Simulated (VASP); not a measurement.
Input of a VASP 6.6.1 run:

The input INCAR:

```
SYSTEM = Si
ALGO = Normal
EDIFF = 1E-6
EDIFFG = -0.01
ENCUT = 600
GGA = PS
IBRION = 2
ISIF = 3
ISMEAR = 1
LASPH = .TRUE.
LCHARG = .FALSE.
LREAL = .FALSE.
LWAVE = .FALSE.
NELM = 80
NSW = 90
PREC = Accurate
SIGMA = 0.1
```

The input KPOINTS:

```
k-points
0
G
  18 18 15
  0 0 0
```

Contents of POSCAR:

```
Si
1.0
    2.6205428149      0.0000000000      0.0000000000
   -1.3102714075      2.2694566494      0.0000000000
    0.0000000000      0.0000000000      2.4663543900
Si
1
Direct
    0.0000000000      0.0000000000      0.0000000000
```

Potentials or basis: VASP PAW PBE potentials, release 64 (Si).

Run with:

```bash
$ cat potpaw_PBE.64/Si/POTCAR > POTCAR
$ mpirun -np 1 vasp_std > vasp.out
```

(1) What does it give for the space group after relaxing (to 0.05 Å)?

(2) Predict the relaxed volume.

Answers

(1) P6/mmm (No. 191).

(2) 14.77 Å³/atom.

Caveat: the PAW data sets were made with another functional, which shifts forces and pressure a little.
